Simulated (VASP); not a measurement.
Input of a VASP 6.6.1 run:

File POSCAR:

```
Cu
1.0
    1.2184636900     -3.9763780104      0.0000000000
    1.2184636900      3.9763780104      0.0000000000
    0.0000000000      0.0000000000      2.4754955235
Cu
2
Direct
    0.1338666500      0.8661333500      0.2500000000
    0.8661333500      0.1338666500      0.7500000000
```

File INCAR.step1:

```
SYSTEM = Cu
ALGO     = Normal         ! electronic algorithm
EDIFF    = 1E-4           ! SCF threshold, eV
ENCUT    = 520            ! plane-wave cutoff, eV
GGA      = PE             ! functional
ISMEAR   = 0              ! smearing method
LASPH    = .True.         ! aspherical terms in the spheres
LCHARG   = .False.        ! write CHGCAR
LREAL    = .False.        ! projectors in reciprocal space
LWAVE    = .True.         ! write WAVECAR
NBANDS   = 18             ! bands
NELM     = 100            ! most SCF steps
PREC     = Accurate       ! precision mode
SIGMA    = 0.1            ! smearing width, eV
```

The input INCAR.step2:

```
SYSTEM = Cu
ALGO     = Normal         ! electronic algorithm
EDIFF    = 1E-7           ! SCF threshold, eV
ENCUT    = 520            ! plane-wave cutoff, eV
ISIF     = 2              ! what is computed and relaxed
ISMEAR   = 0              ! smearing method
ISTART   = 1            
LASPH    = .True.         ! aspherical terms in the spheres
LCHARG   = .True.         ! write CHGCAR
LELF     = .True.         ! ELF
LMIXTAU  = .True.       
LREAL    = .False.        ! projectors in reciprocal space
LVHAR    = .True.       
LWAVE    = .False.        ! write WAVECAR
METAGGA  = R2SCAN         ! meta-GGA
NBANDS   = 18             ! bands
NELM     = 100            ! most SCF steps
PREC     = Accurate       ! precision mode
SIGMA    = 0.1            ! smearing width, eV
```

Contents of KPOINTS:

```
k-points
0
Gamma
  8 8 8
  0 0 0
```

Potentials or basis: VASP PAW PBE potentials, release 64 (Cu).

Command:

```console
$ cat potpaw_PBE.64/Cu/POTCAR > POTCAR
$ cp INCAR.step1 INCAR
$ mpirun -np 1 vasp_std > vasp.out
$ cp INCAR.step2 INCAR
$ mpirun -np 1 vasp_std > vasp.out
```

(1) Predict the largest force.

(2) Estimate the pressure.

(3) Predict the band gap on the k mesh.

Results:

(1) 0.015 eV/Å.

(2) 0.7 GPa.

(3) none (metal or under the smearing width).

Caveat: the PAW data sets were made with another functional, which shifts forces and pressure a little.
